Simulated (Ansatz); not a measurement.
**Lithium, hcp under revPBE: structure, energy and stiffness**

The plan for lithium in the hcp structure: relax it, solve it on a dense k-mesh, then scale the cell to 7 volumes from 88 to 112 % of the relaxed one and try a fit of the equation of state. Spin polarisation is left out. The k-meshes are 12×12×6 for the relaxation; 19×19×10 for the dense run; 13×13×7 for the volumes.

This is Li in the hcp structure; at room conditions it is bcc.

Program: Ansatz 0.2.0. Level of theory: DFT revPBE, plane waves (420 eV) with PAW, scalar-relativistic; the PAW data stem from PBE, with regenerated cores. These are calculated values, not measurements.

**1. The system as given**

It takes space group P6_3/mmc (No. 194, hexagonal). The conventional cell has a = 3.126 Å, b = 3.126 Å, c = 5.105 Å, α = 90.00°, β = 90.00°, γ = 120.00°. Li (site symmetry -6m2) has 12 Li at 3.13 Å as nearest neighbours.

Structure file:

```
Li
1.0
     3.12643    0.00000    0.00000
    -1.56321    2.70756    0.00000
     0.00000    0.00000    5.10545
Li
2
Cartesian
  0.0000 1.8050 1.2764
  1.5632 0.9025 3.8291
```

**2. Geometry optimisation**

File input.yaml:

```yaml
crystal:
  lattice:
    - [3.1264265076, 0.0, 0.0]
    - [-1.5632132538, 2.7075647787, 0.0]
    - [0.0, 0.0, 5.1054544869]
  atoms:
    - { symbol: Li, position: [0.3333333333, 0.6666666667, 0.25] }
    - { symbol: Li, position: [0.6666666667, 0.3333333333, 0.75] }
hamiltonian:
  xc: revpbe
  pseudopotentials:
    kind: paw
    azcp:
      Li: "pseudopotentials/Li.paw.azcp"
basis:
  ecutwfc: 420
  fft_grid_basis: typed
kpoints:
  mp_grid: { grid: [12, 12, 6], shift: [0, 0, 0] }
magnetization:
  spin_polarized: false
scf:
  occupations: { method: fermi_dirac, width: 0.1 }
relax:
  max_steps: 60
  f_tol: 0.01
  cell: {}
```

After this run come: The energy on a finer k-mesh; At 88 % of the relaxed volume; At 92 % of the relaxed volume; At 96 % of the relaxed volume; At 100 % of the relaxed volume; At 104 % of the relaxed volume; At 108 % of the relaxed volume; At 112 % of the relaxed volume.

Before running it: what results should come out? Wanted: space group; conventional cell; volume; shortest distance; gap on the mesh; relative to bcc; V₀, B₀, B₀′.

The runs gave:

```
                      quantity                                   value
space group (spins left aside)                      P6_3/mmc (No. 194)
             conventional cell  a = 3.105 Å, c = 5.065 Å (c/a = 1.631)
                        volume                          21.141 Å³/atom
             shortest distance                                 3.103 Å
               gap on the mesh            none (levels filled in part)
               relative to bcc                             -2 meV/atom
                   V₀, B₀, B₀′           21.138 Å³/atom, 13.0 GPa, 3.3
```

**Reading.** The relaxation shrank the cell by 2.2 % in volume. Against the reference form of lithium (bcc, computed apart with the same settings) it stands 2 meV/atom lower, within what mesh and smearing can decide. Levels at the Fermi energy are filled in part, as in a metal. The fitted modulus is 13.0 GPa, a soft solid; letting shape and positions relax at each volume could only lower it. Relaxation kept the symmetry; phonons were not checked.
